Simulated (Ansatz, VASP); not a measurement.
## Two plane-wave programs on CdS (Hawleyite)

```
Cd S
1.0
     0.00000    2.91650    2.91650
     2.91650    0.00000    2.91650
     2.91650    2.91650    0.00000
Cd S
1 1
Direct
  0.00000 0.00000 0.00000
  0.75000 0.75000 0.75000
```

Alike in both runs: task single point; functional PBE; k mesh 8 × 8 × 8; occupations fermi-dirac, width 0.05 eV; no spin polarisation.

|  | VASP | Ansatz |
| --- | --- | --- |
| version | VASP 6.6.1 | Ansatz 0.2.0 |
| potentials or method | VASP PAW PBE potentials, release 64 (Cd, S) | Ansatz PAW |
| plane-wave cutoff (eV) | 520 | 420 |
| valence electrons in the cell | 18 | 26 |

VASP gave:

```
gap on the k mesh at the Fermi level (eV) : 1.15
least direct gap on the mesh (eV)         : 1.15
pressure (GPa)                            : 3.2
```

Q: Estimate Ansatz's values.

A: gap on the k mesh at the Fermi level (eV): 1.15; least direct gap on the mesh (eV): 1.15; pressure (GPa): 2.8.

The functional is the same, so the differences come from potentials, cutoffs and numerics. The two sets of potentials don't hold the same shells in valence.
